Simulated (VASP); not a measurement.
# GaSb (F-43m) in VASP: notebook, part 2 of 2

VASP 6.6.1. Earlier steps stand in the parts before.

## (3) Single point, r2SCAN (volume changed by -6%)

The input, POSCAR:

```
GaSb
1.0
    0.0000000000      3.0032981815      3.0032981815
    3.0032981815      0.0000000000      3.0032981815
    3.0032981815      3.0032981815      0.0000000000
Ga Sb
1 1
Direct
    0.0000000000      0.0000000000      0.0000000000
    0.2500000000      0.2500000000      0.2500000000
```

The input, INCAR.step1:

```
ALGO = Normal
EDIFF = 1E-4
ENCUT = 520
GGA = PE
ISMEAR = -1
LASPH = T
LCHARG = F
LREAL = F
LWAVE = T
NBANDS = 16
NELM = 80
PREC = Accurate
SIGMA = 0.02
```

The input, INCAR.step2:

```
ALGO = Normal
EDIFF = 1E-7
ENCUT = 520
ISIF = 2
ISMEAR = -1
ISTART = 1
LASPH = T
LCHARG = T
LELF = T
LMIXTAU = T
LREAL = F
LVHAR = T
LWAVE = F
METAGGA = R2SCAN
NBANDS = 16
NELM = 80
PREC = Accurate
SIGMA = 0.02
```

The input, KPOINTS:

```
k-points
0
Gamma
  6 6 6
```

Potentials or basis: VASP PAW PBE potentials, release 64 (Ga_d, Sb).

Started as:

```bash
$ cat potpaw_PBE.64/Ga_d/POTCAR potpaw_PBE.64/Sb/POTCAR > POTCAR
$ cp INCAR.step1 INCAR
$ mpirun -np 1 vasp_std > vasp.out
$ cp INCAR.step2 INCAR
$ mpirun -np 1 vasp_std > vasp.out
```

OUTCAR:

```text
EDIFF = 1E-7
   ENCUT = 520
   ISIF = 2
   ISMEAR = -1
   ISTART = 1
   LASPH = T
   LREAL = F
   METAGGA = R2SCAN
   NELM = 80
   PREC = Accurate

 ion  position               nearest neighbor table
   1  0.000  0.000  0.000-   2 2.60   2 2.60   2 2.60   2 2.60
   2  0.250  0.250  0.250-   1 2.60   1 2.60   1 2.60   1 2.60

  LATTYP: Found a face centered cubic cell.
 ALAT       =     6.0065963630

  Lattice vectors:

 A1 = (   0.0000000000,   3.0032981815,   3.0032981815)
 A2 = (   3.0032981815,   0.0000000000,   3.0032981815)
 A3 = (   3.0032981815,   3.0032981815,   0.0000000000)

Analysis of symmetry for initial positions (statically):
=====================================================================
 Subroutine PRICEL returns:
 Original cell was already a primitive cell.

 Routine SETGRP: Setting up the symmetry group for a
 face centered cubic supercell.

 Subroutine GETGRP returns: Found 24 space group operations
 (whereof 24 operations were pure point group operations)
 out of a pool of 48 trial point group operations.

The static configuration has the point symmetry T_d .

Analysis of symmetry for dynamics (positions and initial velocities):
=====================================================================
 Subroutine PRICEL returns:
 Original cell was already a primitive cell.

 Routine SETGRP: Setting up the symmetry group for a
 face centered cubic supercell.

 Subroutine GETGRP returns: Found 24 space group operations
 (whereof 24 operations were pure point group operations)
 out of a pool of 48 trial point group operations.

The dynamic configuration has the point symmetry T_d .

 Subroutine INISYM returns: Found 24 space group operations
 (whereof 24 operations are pure point group operations),
 and found     1 'primitive' translations

----------------------------------------------------------------------------------------

                                     Primitive cell

  volume of cell :      54.1783

  direct lattice vectors                    reciprocal lattice vectors
     0.000000000  3.003298181  3.003298181    -0.166483636  0.166483636  0.166483636
     3.003298181  0.000000000  3.003298181     0.166483636 -0.166483636  0.166483636
     3.003298181  3.003298181  0.000000000     0.166483636  0.166483636 -0.166483636

  length of vectors
     4.247305020  4.247305020  4.247305020     0.288358115  0.288358115  0.288358115

  position of ions in fractional coordinates (direct lattice)
     0.000000000  0.000000000  0.000000000
     0.250000000  0.250000000  0.250000000

  ion indices of the primitive-cell ions
   primitive index   ion index
                 1           1
                 2           2

----------------------------------------------------------------------------------------

 KPOINTS: k-points

Automatic generation of k-mesh.
 Grid dimensions read from file:
 generate k-points for:    6    6    6

 Generating k-lattice:

  Cartesian coordinates                     Fractional coordinates (reciprocal lattice)
    -0.027747273  0.027747273  0.027747273     0.166666667  0.000000000  0.000000000
     0.027747273 -0.027747273  0.027747273     0.000000000  0.166666667  0.000000000
     0.027747273  0.027747273 -0.027747273     0.000000000  0.000000000  0.166666667

  Length of vectors
     0.048059686  0.048059686  0.048059686

  Shift w.r.t. Gamma in fractional coordinates (k-lattice)
     0.000000000  0.000000000  0.000000000

 Subroutine IBZKPT returns following result:
 ===========================================

 Found     16 irreducible k-points:

 Following reciprocal coordinates:
            Coordinates               Weight
  0.000000  0.000000  0.000000      1.000000
  0.166667  0.000000  0.000000      8.000000
  0.333333  0.000000  0.000000      8.000000
  0.500000  0.000000  0.000000      4.000000
  0.166667  0.166667  0.000000      6.000000
  0.333333  0.166667  0.000000     24.000000
[... 8 lines left out ...]
 -0.333333  0.333333  0.166667     24.000000
 -0.333333  0.500000  0.166667     12.000000
   k-points           NKPTS =     16   k-points in BZ     NKDIM =     16   number of bands    NBANDS=     16
   number of dos      NEDOS =    301   number of ions     NIONS =      2
   total plane-waves  NPLWV =  32768
   dimension x,y,z NGX =    32 NGY =   32 NGZ =   32
   dimension x,y,z NGXF=    64 NGYF=   64 NGZF=   64
   ions per type =               1   1
   NGX,Y,Z   is equivalent  to a cutoff of  12.53, 12.53, 12.53 a.u.
   NGXF,Y,Z  is equivalent  to a cutoff of  25.05, 25.05, 25.05 a.u.
 SYSTEM =  unknown system
   PREC   = accura    normal or accurate (medium, high low for compatibility)
   ISTART =      1    job   : 0-new  1-cont  2-samecut
   ICHARG =      0    charge: 1-file 2-atom 10-const
   ISPIN  =      1    spin polarized calculation?
   LNONCOLLINEAR =      F non collinear calculations
   LSORBIT =      F    spin-orbit coupling
   LASPH  =      T    aspherical Exc in radial PAW
   ENCUT  =  520.0 eV  38.22 Ry    6.18 a.u.   7.90  7.90  7.90*2*pi/ulx,y,z
   NELM   =     80;   NELMIN=  2; NELMDL=  0     # of ELM steps
   EDIFF  = 0.1E-06   stopping-criterion for ELM
   LREAL  =      F    real-space projection
   EDIFFG = 0.1E-05   stopping-criterion for IOM
   NSW    =      0    number of steps for IOM
   IBRION =     -1    ionic relax: 0-MD 1-quasi-New 2-CG
   NFREE  =      0    steps in history (QN), initial steepest desc. (CG)
   ISIF   =      2    stress and relaxation
   ISYM   =      2    0-nonsym 1-usesym 2-fastsym
   POTIM  = 0.5000    time-step for ionic-motion
   TEBEG  =    0.0;   TEEND  =   0.0 temperature during run
   PSTRESS=    0.0 pullay stress
   NELECT =      18.0000    total number of electrons
   NUPDOWN=      -1.0000    fix difference up-down
   EMIN   =  10.00;   EMAX   =-10.00  energy-range for DOS
   EFERMI =   0.00;   METHOD = LEGACY
   ISMEAR =    -1;   SIGMA  =   0.02  broadening in eV -4-tet -1-fermi 0-gaus
   EFERMI_NEDOS =   21; number of points for ismear=-14 and -15
   IALGO  =     38    algorithm
   IMIX   =      4    mixing-type and parameters
     AMIX     =   0.40;   BMIX     =  1.00
     AMIX_MAG =   1.60;   BMIX_MAG =  1.00
  volume/ion in A,a.u.               =      27.09       182.81
  Fermi-wavevector in a.u.,A,eV,Ry     =   1.133854  2.142674 17.491995  1.285625
  Thomas-Fermi vector in A             =   2.270557
   LORBIT       =      0    0 simple, 1 ext, 2 COOP (PROOUT), +10 PAW based schemes
   METAGGA = R2SCAN    functional components
   LHFCALC =     F    Hartree Fock is set to
   AEXX    =    0.0000 exact exchange contribution
   IVDW    =     0    specifies the selected vdW correction
   LEPSILON=     F    determine dielectric tensor
   LRPA    =     F    only Hartree local field effects (RPA)
 non-spin polarized calculation
  energy-cutoff  :      520.00
  volume of cell :       54.18
 maximum number of plane-waves:      1470
   NGX = 15   NGY = 15   NGZ = 15

 number of electron      18.0000004 magnetization

 Free energy of the ion-electron system (eV)
  ---------------------------------------------------
  ext. energy  EPLUGINS =         0.00000000
  ---------------------------------------------------
  free energy    TOTEN  =       -37.53800468 eV

  energy without entropy =      -37.53800468  energy(sigma->0) =      -37.53800468

 E-fermi :   5.6872     XC(G=0):  -9.9768

 val. band max:        5.2805049580   @ k =   0.0000   0.0000   0.0000
 cond. band min:       6.0942817454   @ k =   0.5000   0.0000   0.0000
 fundamental gap:      0.8137767875
 Fermi energy:         5.6872072485

 k-point     1 :       0.0000    0.0000    0.0000
  band No.  band energies     occupation
      1     -10.3432      2.00000
      2     -10.3432      2.00000
      3     -10.3432      2.00000
      4     -10.2769      2.00000
      5     -10.2769      2.00000
      6      -7.0658      2.00000
[... 8 lines left out ...]
     15      14.3926      0.00000
     16      14.3926      0.00000
[... 267 lines left out ...]
 k-point    16 :      -0.3333    0.5000    0.1667
  band No.  band energies     occupation
      1     -10.3965      2.00000
      2     -10.3178      2.00000
      3     -10.3125      2.00000
      4     -10.2877      2.00000
      5     -10.2749      2.00000
      6      -4.1718      2.00000
[... 8 lines left out ...]
     15      16.2496      0.00000
     16      17.5683      0.00000

------------------------ aborting loop because EDIFF is reached ----------------------------------------

  FORCE on cell =-STRESS in cart. coord.  units (eV):
  Direction    XX          YY          ZZ          XY          YZ          ZX
  --------------------------------------------------------------------------------------
  -------------------------------------------------------------------------------------
  Total        1.3397500      1.3397500      1.3397500      0.0000000      0.0000000      0.0000000
  in kB       39.6195012     39.6195012     39.6195012      0.0000000      0.0000000      0.0000000
  external PRESSURE =      39.6195012 kB  Pullay stress =       0.0000000 kB

 VOLUME and BASIS-vectors are now :
 -----------------------------------------------------------------------------
  energy-cutoff  :      520.00
  volume of cell :       54.18
      direct lattice vectors                 reciprocal lattice vectors
     0.000000000  3.003298181  3.003298181    -0.166483636  0.166483636  0.166483636
     3.003298181  0.000000000  3.003298181     0.166483636 -0.166483636  0.166483636
     3.003298181  3.003298181  0.000000000     0.166483636  0.166483636 -0.166483636

 POSITION                                       TOTAL-FORCE (eV/Angst)
 -----------------------------------------------------------------------------------
      0.00000      0.00000      0.00000         0.000000     -0.000000     -0.000000
      1.50165      1.50165      1.50165        -0.000000      0.000000      0.000000
 -----------------------------------------------------------------------------------
    total drift:                               -0.000001     -0.000001     -0.000002

  FREE ENERGIE OF THE ION-ELECTRON SYSTEM (eV)
  ---------------------------------------------------
  free  energy   TOTEN  =       -37.5380046840 eV

  energy  without entropy=      -37.5380046840  energy(sigma->0) =      -37.53800468
```

OSZICAR.step1:

```text
N       E                     dE             d eps       ncg     rms          rms(c)
DAV:   1     0.850197389590E+02    0.85020E+02   -0.86396E+03   520   0.142E+03
DAV:   2    -0.706534324185E+00   -0.85726E+02   -0.82674E+02   584   0.305E+02
DAV:   3    -0.719440383639E+01   -0.64879E+01   -0.64722E+01   616   0.661E+01
DAV:   4    -0.730681161120E+01   -0.11241E+00   -0.11239E+00   640   0.970E+00
DAV:   5    -0.730945166031E+01   -0.26400E-02   -0.26400E-02   648   0.131E+00    0.344E+00
DAV:   6    -0.725857825686E+01    0.50873E-01   -0.65107E-02   752   0.409E+00    0.207E+00
DAV:   7    -0.724225140174E+01    0.16327E-01   -0.45864E-02   584   0.172E+00    0.362E-01
DAV:   8    -0.724331376447E+01   -0.10624E-02   -0.46740E-03   648   0.799E-01    0.102E-01
DAV:   9    -0.724381528538E+01   -0.50152E-03   -0.74873E-04   616   0.206E-01    0.372E-02
DAV:  10    -0.724382674609E+01   -0.11461E-04   -0.26884E-05   528   0.374E-02
   1 F= -.72438267E+01 E0= -.72438267E+01  d E =-.149368E-06
```

It took 45 s on 1 thread of AMD EPYC 9R45 (Zen 5), shared host; peak memory 0.16 GiB.

What came out:

```
Free energy            : -37.5380 eV
Pressure               : 4.0 GPa
Band gap on the k mesh : 0.81 eV, indirect (least direct gap 0.88 eV)
```

Caveat: the cell differs from its parent crystal (volume changed by -6%); the PAW data sets were made with another functional, which shifts forces and pressure a little; spin-orbit coupling is left out, which moves the levels of the heavy elements.

## (4) Single point, r2SCAN (volume changed by -3%)

The input, POSCAR:

```
GaSb
1.0
    0.0000000000      3.0349141700      3.0349141700
    3.0349141700      0.0000000000      3.0349141700
    3.0349141700      3.0349141700      0.0000000000
Ga Sb
1 1
Direct
    0.0000000000      0.0000000000      0.0000000000
    0.2500000000      0.2500000000      0.2500000000
```

The input, INCAR.step1:

```
PREC = Accurate
ENCUT = 520
ISMEAR = -1
SIGMA = 0.02
LREAL = F
LASPH = T
NELM = 100
NBANDS = 16
GGA = PE
ALGO = Normal
EDIFF = 1E-4
LWAVE = T
LCHARG = F
```

The input, INCAR.step2:

```
PREC = Accurate
ENCUT = 520
EDIFF = 1E-7
ISMEAR = -1
SIGMA = 0.02
LREAL = F
LASPH = T
NELM = 100
ALGO = Normal
ISIF = 2
LWAVE = F
LCHARG = F
METAGGA = R2SCAN
LMIXTAU = T
NBANDS = 16
ISTART = 1
```

The input, KPOINTS:

```
regular mesh
0
Gamma
  6 6 6
```

Started as:

```bash
$ cat potpaw_PBE.64/Ga_d/POTCAR potpaw_PBE.64/Sb/POTCAR > POTCAR
$ cp INCAR.step1 INCAR
$ mpirun -np 1 vasp_std > vasp.out
$ cp INCAR.step2 INCAR
$ mpirun -np 1 vasp_std > vasp.out
```

Wall time 42 s (1 thread of AMD EPYC 9R45 (Zen 5), shared host); peak memory 0.16 GiB.

It converged, with:

| Item | Value |
| --- | --- |
| Free energy | -37.5689 eV |
| Pressure | 1.9 GPa |
| Band gap on the k mesh | 0.63 eV, direct |

Levels at points of the mesh, in eV from the valence-band top:
| k point | band 5 | band 6 | band 7 | band 8 | band 9 | band 10 | band 11 | band 12 | band 13 | band 14 |
| --- | --- | --- | --- | --- | --- | --- | --- | --- | --- | --- |
| (0.00, 0.00, 0.00) | -15.49 | -12.11 | 0.00 | 0.00 | 0.00 | 0.63 | 2.97 | 2.97 | 2.97 | 6.38 |
| (0.50, 0.00, 0.00) | -15.49 | -10.32 | -6.71 | -1.26 | -1.26 | 0.74 | 4.01 | 4.01 | 6.91 | 10.13 |
| (0.50, 0.50, 0.00) | -15.49 | -9.39 | -7.17 | -2.79 | -2.79 | 1.09 | 1.43 | 9.43 | 9.43 | 11.00 |

Caveat: the cell differs from its parent crystal (volume changed by -3%); the PAW data sets were made with another functional, which shifts forces and pressure a little; spin-orbit coupling is left out, which moves the levels of the heavy elements. A k mesh can miss the band edges.

## (5) Single point, r2SCAN

This run uses another cell than the first one, of 28.82 Å³/atom, 0.904 times its volume.

The input, POSCAR:

```
GaSb
1.0
    0.0000000000      3.0658848210      3.0658848210
    3.0658848210      0.0000000000      3.0658848210
    3.0658848210      3.0658848210      0.0000000000
Ga Sb
1 1
Direct
    0.0000000000      0.0000000000      0.0000000000
    0.2500000000      0.2500000000      0.2500000000
```

The input, INCAR.step1:

```
SYSTEM = GaSb
PREC = Accurate ; ENCUT = 520
ISMEAR = -1 ; SIGMA = 0.02
LREAL = .False. ; LASPH = .True.
NELM = 80 ; NBANDS = 16
GGA = PE ; ALGO = Normal
EDIFF = 1E-4 ; LWAVE = .True.
LCHARG = .False.
```

The input, INCAR.step2:

```
SYSTEM = GaSb
PREC = Accurate ; ENCUT = 520
EDIFF = 1E-6 ; ISMEAR = -1
SIGMA = 0.02 ; LREAL = .False.
LASPH = .True. ; NELM = 80
ALGO = Normal ; ISIF = 2
LWAVE = .False. ; LCHARG = .False.
METAGGA = R2SCAN ; LMIXTAU = .True.
NBANDS = 16 ; ISTART = 1
```

The input, KPOINTS:

```
Automatic mesh
0
Gamma
  6 6 6
  0 0 0
```

Started as:

```bash
$ cat potpaw_PBE.64/Ga_d/POTCAR potpaw_PBE.64/Sb/POTCAR > POTCAR
$ cp INCAR.step1 INCAR
$ mpirun -np 1 vasp_std > vasp.out
$ cp INCAR.step2 INCAR
$ mpirun -np 1 vasp_std > vasp.out
```

Wall time 37 s (1 thread of AMD EPYC 9R45 (Zen 5), shared host); peak memory 0.16 GiB.

The run converged. Its results:

```yaml
Free_energy: -37.5790 eV
Pressure: 0.1 GPa
Band_gap_on_the_k_mesh: 0.40 eV, direct
```

Levels at points of the mesh, in eV from the valence-band top:
```csv
k point,band 5,band 6,band 7,band 8,band 9,band 10,band 11,band 12,band 13,band 14
"(0.00, 0.00, 0.00)",-15.44,-11.88,0.00,0.00,0.00,0.40,2.98,2.98,2.98,6.34
"(0.50, 0.00, 0.00)",-15.44,-10.18,-6.55,-1.20,-1.20,0.67,4.01,4.01,6.92,9.93
"(0.50, 0.50, 0.00)",-15.43,-9.30,-7.02,-2.67,-2.67,1.12,1.49,9.22,9.22,10.73
```

Caveat: the PAW data sets were made with another functional, which shifts forces and pressure a little; spin-orbit coupling is left out, which moves the levels of the heavy elements.

## (6) The runs side by side

| level | cell | gap on the mesh (eV) | pressure (GPa) |
| --- | --- | --- | --- |
| PBE | a = 4.484 Å, angles 60.0°, 2 atoms | none | -2.2 |
| r2SCAN | a = 4.247 Å, angles 60.0°, 2 atoms | 0.81 | 4.0 |
| r2SCAN | a = 4.292 Å, angles 60.0°, 2 atoms | 0.63 | 1.9 |
| r2SCAN | a = 4.336 Å, angles 60.0°, 2 atoms | 0.40 | 0.1 |

Alike in all rows: task single point; potentials or basis VASP PAW PBE potentials, release 64 (Ga_d, Sb); no spin polarisation; k mesh 6 × 6 × 6; cutoff (eV) 520; smearing fermi-dirac 0.02 eV.

Caveats: spin-orbit coupling is left out, which moves the levels of the heavy elements; the PAW data sets were made with another functional, which shifts forces and pressure a little (some runs).

Absolute energies hang on the potentials; compare differences alone.

## (7) How close it comes

Step 5. A measured gap of GaSb is 0.811 eV (direct; 4.2 K; a printed reference work, data compilation); the calculated 0.40 eV misses it by -0.41 eV. Spin-orbit coupling on Ga, Sb is left out. The value is that of r2SCAN on a finite k mesh, which can miss the band edges, without temperature or zero-point motion.
